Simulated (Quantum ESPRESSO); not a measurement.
# Sr (Fm-3m) in Quantum ESPRESSO: settings compared

One crystal, Sr, is run at these levels: PBEint+D2, PW91, N12, LDA+rVV10; tasks: projected density of states, real-space fields, density of states.

All numbers are computed with Quantum ESPRESSO 7.5; they aren't measurements. Logs are shortened: lines on timing, memory, paths and dates and some standing lists are left out, and cuts for length are marked.

## 1. The crystal as given

The structure is cubic, space group Fm-3m (No. 225). Conventional cell: a = 6.085 Å, b = 6.085 Å, c = 6.085 Å, α = 90.00°, β = 90.00°, γ = 90.00°. Around Sr (site symmetry m-3m) lie 12 Sr at 4.30 Å.

## 2. Projected density of states, PBEint+D2, spin-orbit coupling, no magnetisation

Contents of pw.in:

```
&CONTROL
  calculation = 'scf'
  prefix = 'pwscf'
  outdir = './tmp'
  pseudo_dir = './pseudo'
  tprnfor = .true.
  tstress = .true.
  disk_io = 'low'
/
&SYSTEM
  ibrav = 0
  nat = 1
  ntyp = 1
  ecutwfc = 68
  nbnd = 20
  input_dft = 'XC-000I-000I-060L-062L-000I-000I'
  occupations = 'smearing'
  smearing = 'gaussian'
  degauss = 0.00367493
  noncolin = .true.
  lspinorb = .true.
  vdw_corr = 'grimme-d2'
/
&ELECTRONS
  conv_thr = 2d-10
  electron_maxstep = 120
  mixing_beta = 0.5
/
ATOMIC_SPECIES
Sr    87.6200 Sr.upf
CELL_PARAMETERS angstrom
   0.0000000000    3.0423500000    3.0423500000
   3.0423500000    0.0000000000    3.0423500000
   3.0423500000    3.0423500000    0.0000000000
ATOMIC_POSITIONS crystal
Sr     0.0000000000    0.0000000000    0.0000000000
K_POINTS automatic
8 8 8 0 0 0
```

Contents of nscf.in:

```
&CONTROL
  calculation = 'nscf'
  prefix = 'pwscf'
  outdir = './tmp'
  pseudo_dir = './pseudo'
  disk_io = 'low'
/
&SYSTEM
  ibrav = 0
  nat = 1
  ntyp = 1
  ecutwfc = 68
  nbnd = 20
  input_dft = 'XC-000I-000I-060L-062L-000I-000I'
  occupations = 'tetrahedra_opt'
  noncolin = .true.
  lspinorb = .true.
  vdw_corr = 'grimme-d2'
/
&ELECTRONS
  conv_thr = 1d-08
  electron_maxstep = 120
  mixing_beta = 0.5
/
ATOMIC_SPECIES
Sr    87.6200 Sr.upf
CELL_PARAMETERS angstrom
   0.0000000000    3.0423500000    3.0423500000
   3.0423500000    0.0000000000    3.0423500000
   3.0423500000    3.0423500000    0.0000000000
ATOMIC_POSITIONS crystal
Sr     0.0000000000    0.0000000000    0.0000000000
K_POINTS automatic
12 12 12 0 0 0
```

Contents of projwfc.in:

```
&PROJWFC
  prefix = 'pwscf'
  outdir = './tmp'
  filpdos = 'p'
  Emin = -10
  Emax = 15
  DeltaE = 0.05
/
```

Potentials or basis: PseudoDojo 0.4 FR PBE stringent.

Launch:

```sh
$ OMP_NUM_THREADS=1 pw.x -in pw.in > pw.out
$ OMP_NUM_THREADS=1 pw.x -in nscf.in > nscf.out
$ OMP_NUM_THREADS=1 projwfc.x -in projwfc.in > projwfc.out
```

pw.out:

```text
This program is part of the open-source Quantum ESPRESSO suite
     for quantum simulation of materials; please cite
         "P. Giannozzi et al., J. Phys.:Condens. Matter 21 395502 (2009);
         "P. Giannozzi et al., J. Phys.:Condens. Matter 29 465901 (2017);
         "P. Giannozzi et al., J. Chem. Phys. 152 154105 (2020);
     in publications or presentations arising from this work. More details at

     IMPORTANT: XC functional enforced from input :
     Exchange-correlation= XC-000I-000I-060L-062L-000I-000I
                           (   0   0  60  62   0   0   0)
     Any further DFT definition will be discarded
     Please, verify this is what you really want

     Message from routine setup:
     using ibrav=0 with symmetry is DISCOURAGED, use correct ibrav instead

     G-vector sticks info
     --------------------
     sticks:   dense  smooth     PW     G-vecs:    dense   smooth      PW
     Sum        1237    1237    367                28763    28763    4621

     Using Slab Decomposition

     bravais-lattice index     =            0
     lattice parameter (alat)  =       8.1306  a.u.
     unit-cell volume          =     380.0617 (a.u.)^3
     number of atoms/cell      =            1
     number of atomic types    =            1
     number of electrons       =        10.00
     number of Kohn-Sham states=           20
     kinetic-energy cutoff     =      68.0000  Ry
     charge density cutoff     =     272.0000  Ry
     scf convergence threshold =      2.0E-10
     mixing beta               =       0.5000
     number of iterations used =            8  plain     mixing
     Exchange-correlation= XC-000I-000I-060L-062L-000I-000I
                           (   0   0  60  62   0   0   0)
     Non magnetic calculation with spin-orbit

     celldm(1)=   8.130608  celldm(2)=   0.000000  celldm(3)=   0.000000
     celldm(4)=   0.000000  celldm(5)=   0.000000  celldm(6)=   0.000000

     crystal axes: (cart. coord. in units of alat)
               a(1) = (   0.000000   0.707107   0.707107 )
               a(2) = (   0.707107   0.000000   0.707107 )
               a(3) = (   0.707107   0.707107   0.000000 )

     reciprocal axes: (cart. coord. in units 2 pi/alat)
               b(1) = ( -0.707107  0.707107  0.707107 )
               b(2) = (  0.707107 -0.707107  0.707107 )
               b(3) = (  0.707107  0.707107 -0.707107 )

     PseudoPot. # 1 for Sr read from file:
     Sr.upf
     Pseudo is Norm-conserving + core correction, Zval = 10.0
     Generated using ONCVPSP code by D. R. Hamann
     Using radial grid of 1834 points, 10 beta functions with:
                l(1) =   0
                l(2) =   0
                l(3) =   1
                l(4) =   1
                l(5) =   1
                l(6) =   1
                l(7) =   2
                l(8) =   2
                l(9) =   2
               l(10) =   2

     atomic species   valence    mass     pseudopotential
     Sr               10.00    87.62000     Sr( 1.00)

     48 Sym. Ops., with inversion, found

   Cartesian axes

     site n.     atom                  positions (alat units)
         1        Sr     tau(   1) = (   0.0000000   0.0000000   0.0000000  )

     -------------------------------------------------
     Parameters for Dispersion (Grimme-D2) Correction:
     -------------------------------------------------
       atom      VdW radius       C_6

        Sr         3.035        855.833

     number of k points=    29  Gaussian smearing, width (Ry)=  0.0037
                       cart. coord. in units 2pi/alat
        k(    1) = (   0.0000000   0.0000000   0.0000000), wk =   0.0019531
        k(    2) = (   0.0883883   0.0883883  -0.0883883), wk =   0.0156250
        k(    3) = (   0.1767767   0.1767767  -0.1767767), wk =   0.0156250
        k(    4) = (   0.2651650   0.2651650  -0.2651650), wk =   0.0156250
        k(    5) = (  -0.3535534  -0.3535534   0.3535534), wk =   0.0078125
        k(    6) = (   0.1767767   0.0000000   0.0000000), wk =   0.0117188
[... 21 lines left out ...]
        k(   28) = (  -0.7071068   0.1767767  -0.0000000), wk =   0.0234375
        k(   29) = (  -0.7071068   0.3535534   0.0000000), wk =   0.0117188

     Dense  grid:    28763 G-vectors     FFT dimensions: (  45,  45,  45)

     WARNING: libxc functional with ID   60 depends
      on external parameters: check the user_guide of
      QE if you need to modify them or to check their
      default values.

     WARNING: libxc functional with ID   62 depends
      on external parameters: check the user_guide of
      QE if you need to modify them or to check their
      default values.

     Initial potential from superposition of free atoms

     starting charge       9.9917, renormalised to      10.0000
     Starting wfcs are   10 randomized atomic wfcs +   10 random wfcs

     Self-consistent Calculation

     iteration #  1     ecut=    68.00 Ry     beta= 0.50
     Davidson diagonalization with overlap
     ethr =  1.00E-02,  avg # of iterations =  8.8

     Threshold (ethr) on eigenvalues was too large:
     Diagonalizing with lowered threshold

     Davidson diagonalization with overlap
     c_bands:  1 eigenvalues not converged
     c_bands:  2 eigenvalues not converged
     c_bands:  1 eigenvalues not converged
     ethr =  2.00E-05,  avg # of iterations = 11.1

     total energy              =     -68.29965469 Ry
     estimated scf accuracy    <       0.00171219 Ry

     iteration #  2     ecut=    68.00 Ry     beta= 0.50
     Davidson diagonalization with overlap
     ethr =  1.71E-05,  avg # of iterations =  1.2

     total energy              =     -68.29980268 Ry
     estimated scf accuracy    <       0.00035258 Ry

     iteration #  3     ecut=    68.00 Ry     beta= 0.50
     Davidson diagonalization with overlap
     c_bands:  2 eigenvalues not converged
     ethr =  3.53E-06,  avg # of iterations =  4.2

     total energy              =     -68.29982847 Ry
     estimated scf accuracy    <       0.00001086 Ry

     iteration #  4     ecut=    68.00 Ry     beta= 0.50
     Davidson diagonalization with overlap
     ethr =  1.09E-07,  avg # of iterations =  2.5

     total energy              =     -68.29983044 Ry
     estimated scf accuracy    <       0.00000037 Ry
[... 12 lines left out ...]
     total energy              =     -68.29983056 Ry
     estimated scf accuracy    <          2.3E-10 Ry

     iteration #  7     ecut=    68.00 Ry     beta= 0.50
     Davidson diagonalization with overlap
     ethr =  2.34E-12,  avg # of iterations =  4.0

     End of self-consistent calculation

          k = 0.0000 0.0000 0.0000 (  3647 PWs)   bands (ev):

   -31.5961 -31.5961 -14.3080 -14.3080 -13.1473 -13.1473 -13.1473 -13.1473
     1.3404   1.3404   7.2897   7.2897   7.2897   7.2897   7.3225   7.3225
     8.7466   8.7466   8.7466   8.7466

          k = 0.0884 0.0884-0.0884 (  3605 PWs)   bands (ev):

   -31.5943 -31.5943 -14.3182 -14.3182 -13.1679 -13.1679 -13.1512 -13.1512
     1.5838   1.5838   6.9342   6.9342   7.3897   7.3897   7.4191   7.4191
     8.6089   8.6089   8.6197   8.6197
[... 13 lines left out ...]
          k =-0.3536-0.3536 0.3536 (  3600 PWs)   bands (ev):

   -31.5836 -31.5836 -14.3799 -14.3799 -13.2807 -13.2807 -13.1738 -13.1738
     3.8489   3.8489   4.9692   4.9692   7.1280   7.1280   7.1636   7.1636
     9.7525   9.7525   9.7816   9.7816

          k = 0.1768 0.0000 0.0000 (  3615 PWs)   bands (ev):

   -31.5937 -31.5937 -14.3214 -14.3214 -13.1696 -13.1696 -13.1577 -13.1577
     1.6644   1.6644   6.8540   6.8540   7.4429   7.4429   7.4706   7.4706
     8.1905   8.1905   8.8728   8.8728

          k = 0.2652 0.0884-0.0884 (  3609 PWs)   bands (ev):

   -31.5901 -31.5901 -14.3412 -14.3412 -13.2064 -13.2064 -13.1674 -13.1674
     2.1984   2.1984   6.3383   6.3383   7.3638   7.3638   7.5955   7.5955
     8.0862   8.0862   9.0160   9.0160
[... 19 lines left out ...]
          k =-0.0884-0.2652 0.2652 (  3605 PWs)   bands (ev):

   -31.5872 -31.5872 -14.3580 -14.3580 -13.2377 -13.2377 -13.1739 -13.1739
     2.7546   2.7546   5.9570   5.9570   6.9976   6.9976   7.6008   7.6008
     8.3776   8.3776   9.4070   9.4070

          k = 0.0000-0.1768 0.1768 (  3601 PWs)   bands (ev):

   -31.5916 -31.5916 -14.3331 -14.3331 -13.1942 -13.1942 -13.1604 -13.1604
     1.9738   1.9738   6.5458   6.5458   7.3189   7.3189   7.6375   7.6375
     8.1727   8.1727   8.8698   8.8698

          k = 0.3536 0.0000 0.0000 (  3591 PWs)   bands (ev):

   -31.5878 -31.5878 -14.3536 -14.3536 -13.2214 -13.2214 -13.1827 -13.1827
     2.5587   2.5587   6.0876   6.0876   7.0654   7.0654   7.9305   7.9305
     7.9693   7.9693   9.2067   9.2067

          k = 0.4419 0.0884-0.0884 (  3589 PWs)   bands (ev):

   -31.5842 -31.5842 -14.3730 -14.3730 -13.2527 -13.2527 -13.1966 -13.1966
     3.2701   3.2701   5.7281   5.7281   6.4998   6.4998   8.0857   8.0857
     8.5356   8.5356   9.5786   9.5786
[... 7 lines left out ...]
          k =-0.0884-0.4419 0.4419 (  3597 PWs)   bands (ev):

   -31.5813 -31.5813 -14.3892 -14.3892 -13.2768 -13.2768 -13.2106 -13.2106
     4.4970   4.4970   5.1585   5.1585   6.0495   6.0495   7.7805   7.7805
     9.2393   9.2393   9.2672   9.2673

          k = 0.0000-0.3536 0.3536 (  3599 PWs)   bands (ev):

   -31.5836 -31.5836 -14.3769 -14.3769 -13.2612 -13.2612 -13.1965 -13.1965
     3.5862   3.5862   5.7928   5.7928   6.1877   6.1877   7.7581   7.7581
     8.5347   8.5347   9.9821   9.9822

          k = 0.5303-0.0000 0.0000 (  3599 PWs)   bands (ev):

   -31.5819 -31.5819 -14.3854 -14.3854 -13.2706 -13.2706 -13.2075 -13.2075
     3.7212   3.7212   5.5270   5.5270   6.1952   6.1952   8.7911   8.7911
     8.8487   8.8487   9.5939   9.5939

          k =-0.0884-0.6187 0.6187 (  3591 PWs)   bands (ev):

   -31.5801 -31.5801 -14.3951 -14.3951 -13.2828 -13.2828 -13.2186 -13.2186
     4.3123   4.3123   5.3823   5.3823   5.9309   5.9309   8.8164   8.8164
     9.2522   9.2522   9.9321   9.9323

          k = 0.0000-0.5303 0.5303 (  3580 PWs)   bands (ev):

   -31.5798 -31.5798 -14.3962 -14.3962 -13.2806 -13.2806 -13.2253 -13.2253
     4.8775   4.8775   5.1892   5.1892   5.7490   5.7490   8.3380   8.3380
     8.7332   8.7332   9.5818   9.5820

          k =-0.7071 0.0000 0.0000 (  3572 PWs)   bands (ev):

   -31.5795 -31.5795 -14.3985 -14.3985 -13.2903 -13.2903 -13.2178 -13.2178
     4.3455   4.3455   5.3292   5.3292   5.9274   5.9274   9.7728   9.7734
    10.0403  10.0403  10.0443  10.0593

          k = 0.3536 0.1768 0.0000 (  3598 PWs)   bands (ev):

   -31.5866 -31.5866 -14.3607 -14.3607 -13.2364 -13.2364 -13.1834 -13.1834
     2.8328   2.8328   5.9877   5.9877   6.7837   6.7837   7.9189   7.9189
     8.1150   8.1150   9.4736   9.4736

          k =-0.2652-0.4419 0.6187 (  3594 PWs)   bands (ev):

   -31.5830 -31.5830 -14.3802 -14.3802 -13.2661 -13.2661 -13.1990 -13.1990
     3.7394   3.7394   5.5302   5.5302   6.3389   6.3389   7.7138   7.7138
     8.8317   8.8317   9.9867   9.9868
[... 13 lines left out ...]
          k =-0.0884-0.4419 0.6187 (  3600 PWs)   bands (ev):

   -31.5801 -31.5801 -14.3948 -14.3948 -13.2771 -13.2771 -13.2260 -13.2260
     4.7773   4.7773   5.2710   5.2710   5.8198   5.8198   7.7211   7.7211
     9.2516   9.2516  10.0673  10.0674

          k = 0.0000-0.3536 0.5303 (  3589 PWs)   bands (ev):

   -31.5807 -31.5807 -14.3918 -14.3918 -13.2743 -13.2743 -13.2213 -13.2213
     4.5886   4.5886   5.5599   5.5599   5.6326   5.6326   7.7085   7.7085
     9.2106   9.2106   9.4318   9.4319

          k =-0.7071 0.1768-0.0000 (  3596 PWs)   bands (ev):

   -31.5795 -31.5795 -14.3980 -14.3980 -13.2836 -13.2836 -13.2262 -13.2262
     4.6243   4.6243   5.3886   5.3886   5.8072   5.8072   8.1644   8.1644
    10.0635  10.0644  10.1737  10.1749

          k =-0.7071 0.3536 0.0000 (  3636 PWs)   bands (ev):

   -31.5795 -31.5795 -14.3976 -14.3976 -13.2740 -13.2740 -13.2374 -13.2374
     5.0365   5.0365   5.5430   5.5430   5.5953   5.5953   7.1586   7.1586
    10.0675  10.0676  10.2237  10.2242

     the Fermi energy is     4.9280 ev

!    total energy              =     -68.29983056 Ry
     estimated scf accuracy    <          4.3E-11 Ry
     smearing contrib. (-TS)   =      -0.00010650 Ry
     internal energy E=F+TS    =     -68.29972407 Ry

     The total energy is F=E-TS. E is the sum of the following terms:
     one-electron contribution =     -25.95692685 Ry
     hartree contribution      =      13.98277736 Ry
     xc contribution           =     -16.43567674 Ry
     ewald contribution        =     -39.87385614 Ry
     Dispersion Correction     =      -0.01604169 Ry

     convergence has been achieved in   7 iterations

     Forces acting on atoms (cartesian axes, Ry/au):

     atom    1 type  1   force =     0.00000000    0.00000000    0.00000000

     Total force =     0.000000     Total SCF correction =     0.000000

     Computing stress (Cartesian axis) and pressure

          total   stress  (Ry/bohr**3)                   (kbar)     P=      -17.89
  -0.00012163  -0.00000000  -0.00000000          -17.89       -0.00       -0.00
  -0.00000000  -0.00012163  -0.00000000           -0.00      -17.89       -0.00
  -0.00000000  -0.00000000  -0.00012163           -0.00       -0.00      -17.89

=------------------------------------------------------------------------------=
   JOB DONE.
=------------------------------------------------------------------------------=
```

It took 3.4 min on 1 thread of Arm Neoverse V2, shared host; peak memory 0.21 GiB.

What came out:

* Free energy: -929.2665 eV
* Pressure: -1.8 GPa
* Band gap on the k mesh: none (metal or under the smearing width)

States per cell in windows of 0.5 eV (zero at the Fermi level; states under -8 eV left out):
```
from (eV)  total  Sr#1 s_j0.5 wfc4  Sr#1 s_j0.5 wfc1  Sr#1 p_j1.5 wfc2  Sr#1 p_j0.5 wfc3
     -8.0   0.00              0.00              0.00              0.00              0.00
     -7.5   0.00              0.00              0.00              0.00              0.00
     -7.0   0.00              0.00              0.00              0.00              0.00
     -6.5   0.00              0.00              0.00              0.00              0.00
     -6.0   0.00              0.00              0.00              0.00              0.00
     -5.5   0.00              0.00              0.00              0.00              0.00
     -5.0   0.00              0.00              0.00              0.00              0.00
     -4.5   0.00              0.00              0.00              0.00              0.00
     -4.0   0.01              0.01              0.00              0.00              0.00
     -3.5   0.08              0.08              0.00              0.00              0.00
     -3.0   0.14              0.13              0.00              0.00              0.00
     -2.5   0.19              0.19              0.00              0.00              0.00
     -2.0   0.26              0.25              0.00              0.00              0.00
     -1.5   0.37              0.33              0.00              0.00              0.00
     -1.0   0.47              0.35              0.00              0.00              0.00
     -0.5   0.44              0.20              0.00              0.00              0.00
      0.0   1.00              0.06              0.00              0.00              0.00
      0.5   1.19              0.01              0.00              0.00              0.00
      1.0   0.83              0.01              0.00              0.00              0.00
      1.5   0.56              0.00              0.00              0.00              0.00
      2.0   0.78              0.01              0.00              0.00              0.00
      2.5   1.26              0.03              0.00              0.00              0.00
      3.0   0.71              0.01              0.00              0.00              0.00
      3.5   0.73              0.01              0.00              0.00              0.00
      4.0   1.22              0.07              0.00              0.00              0.00
      4.5   1.42              0.05              0.00              0.00              0.00
```

Caveat: D2 keeps the scale fitted for PBE; the potentials were made for another functional, which shifts forces and pressure; pairwise dispersion overbinds metals, which lowers pressure and volume.

(Continued in part 2 of 3.)
